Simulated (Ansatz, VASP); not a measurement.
Cu: VASP beside Ansatz

INCAR

```
SYSTEM = Cu
PREC = Accurate
ENCUT = 520
EDIFF = 1E-7
ISMEAR = 0
SIGMA = 0.15
LREAL = .FALSE.
LASPH = .TRUE.
NELM = 80
ALGO = Fast
ISIF = 2
LWAVE = .FALSE.
LCHARG = .FALSE.
GGA = PS
NBANDS = 12
```

The input KPOINTS:

```
Automatic mesh
0
G
  24 24 24
  0 0 0
```

Contents of POSCAR:

```
Cu
1.0
   -1.3995095204      1.3995095204      1.3760814500
    1.3995095204     -1.3995095204      1.3760814500
    1.3995095204      1.3995095204     -1.3760814500
Cu
1
Direct
    0.0000000000      0.0000000000      0.0000000000
```

Input for Ansatz:

```yaml
crystal:
  lattice:
    - [-1.3995095204, 1.3995095204, 1.37608145]
    - [1.3995095204, -1.3995095204, 1.37608145]
    - [1.3995095204, 1.3995095204, -1.37608145]
  atoms:
    - { symbol: Cu, position: [0.0, 0.0, 0.0] }
basis:
  ecutwfc: 420
kpoints:
  mp_grid: { grid: [24, 24, 24] }
hamiltonian:
  xc: pbesol
scf:
  occupations: { method: gaussian, width: 0.15 }
output:
  forces: true
  stress: true
  eigenvalues: true
```

Change from the starting cell: strain -0.030 along x and y, +0.000 along z, atoms carried along.

Alike in both runs: task single point; functional PBEsol; k mesh 24 × 24 × 24; occupations gaussian, width 0.15 eV; no spin polarisation.

|  | VASP | Ansatz |
| --- | --- | --- |
| version | VASP 6.6.1 | Ansatz 0.2.0 |
| potentials or method | VASP PAW PBE potentials, release 64 (Cu) | scalar-relativistic, plane waves, PAW |
| plane-wave cutoff (eV) | 520 | 420 |
| valence electrons in the cell | 11 | 19 |

```csv
,VASP,Ansatz,Ansatz less VASP
gap on the k mesh at the Fermi level (eV),none,none,-
pressure (GPa),10.5,9.8,-0.72
```

A gap of «none» marks a metal or a gap that the smearing closes. The functional is the same, so the differences come from potentials, cutoffs and numerics. The two sets of potentials don't hold the same shells in valence.

Caveats: the PAW data sets were made with another functional, which shifts forces and pressure a little (VASP).
